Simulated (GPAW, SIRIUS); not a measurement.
This is a calculation of MgSi for SIRIUS 7.12.0. The cell comes from a database or a generator and needn't be the stable form of this composition.

Contents of sirius.json:

```json
{
  "control": {
    "processing_unit": "cpu",
    "verbosity": 2,
    "num_bands_to_print": 14,
    "print_forces": true,
    "print_stress": true
  },
  "parameters": {
    "electronic_structure_method": "pseudopotential",
    "xc_functionals": ["XC_GGA_X_PBE_SOL", "XC_GGA_C_PBE_SOL"],
    "gk_cutoff": 9.2,
    "pw_cutoff": 18.4,
    "ngridk": [9, 9, 7],
    "shiftk": [0, 0, 0],
    "smearing": "fermi_dirac",
    "smearing_width": 0.0018374661,
    "num_bands": 14,
    "num_mag_dims": 0,
    "num_dft_iter": 100,
    "energy_tol": 1e-08,
    "density_tol": 1e-06
  },
  "iterative_solver": {
    "type": "davidson",
    "min_tolerance": 1e-10
  },
  "mixer": {
    "type": "anderson",
    "beta": 0.7,
    "max_history": 8
  },
  "settings": {
    "tol_ne": 1e-10,
    "pseudo_grid_cutoff": 6.5
  },
  "unit_cell": {
    "lattice_vectors": [
      [5.496068122505, 0.0, 0.0],
      [0.0, 5.496068122505, 0.0],
      [0.0, 0.0, 7.754353202395]
    ],
    "atom_coordinate_units": "lattice",
    "atom_types": ["Si", "Mg"],
    "atom_files": {
      "Si": "Si.json",
      "Mg": "Mg.json"
    },
    "atoms": {
      "Si": [
        [0.5, 0.5, 0.5]
      ],
      "Mg": [
        [0.0, 0.0, 0.0]
      ]
    }
  }
}
```

Potentials or basis: PseudoDojo 0.4.1 PBEsol standard (scalar relativistic).

Run with:

```console
$ upf_to_json Si.upf
$ upf_to_json Mg.upf
$ OMP_NUM_THREADS=1 sirius.scf --input=sirius.json --output=out.json --task=0
```

Task: Set up the same calculation for GPAW 26.7.0 (ASE script). Potentials or basis there: PAW data sets generated for this functional, cutoff 800 eV.

Result: As run (cutoffs and basis follow the program's own potentials, and thresholds, step limits or extra output files can differ):

The input run.py:

```python
from ase import Atoms
from ase.dft.bandgap import bandgap
from ase.io import write
from ase.units import Bohr, GPa
from gpaw import GPAW, PW, setup_paths
from gpaw.elf import elf_from_dft_calculation

setup_paths.insert(0, '.')

atoms = Atoms(['Si', 'Mg'],
              cell=[[2.908394, 0.0, 0.0],
                    [0.0, 2.908394, 0.0],
                    [0.0, 0.0, 4.103427]],
              scaled_positions=[[0.5, 0.5, 0.5],
                                [0.0, 0.0, 0.0]],
              pbc=True)

calc = GPAW(mode=PW(800),
            xc='PBEsol',
            kpts={'size': (9, 9, 7), 'gamma': True},
            occupations={'name': 'fermi-dirac', 'width': 0.05},
            nbands=15,
            convergence={'density': 1e-05, 'energy': 1e-05},
            maxiter=150,
            txt='gpaw.txt')
atoms.calc = calc
energy = atoms.get_potential_energy()
forces = atoms.get_forces()
stress = atoms.get_stress()
calc.write('gs.gpw')
write('result.traj', atoms)
print(f'Energy: {energy:.6f} eV')
print('Forces (eV/A):')
print(forces.round(4))
print('Stress (GPa):', (stress / GPa).round(3))
print('Fermi level:', round(calc.get_fermi_level(), 4), 'eV')
print(f'Gap: {bandgap(calc)[0]:.4f} eV, direct: {bandgap(calc, direct=True)[0]:.4f} eV')

# fields on the real-space grid
write('density.cube', atoms, data=calc.get_pseudo_density() * Bohr**3)
write('potential.cube', atoms, data=calc.get_electrostatic_potential())
write('elf.cube', atoms, data=elf_from_dft_calculation(calc).data)
```

Potentials or basis: PAW data sets generated in the run's folder for this functional, pw.

Launch:

```sh
$ gpaw-setup -f PBEsol Mg Si
$ OMP_NUM_THREADS=1 python run.py
```

Both were run:

|  | SIRIUS | GPAW |
| --- | --- | --- |
| Pressure | -1.4 GPa | -1.4 GPa |

Pressure is positive in compression.
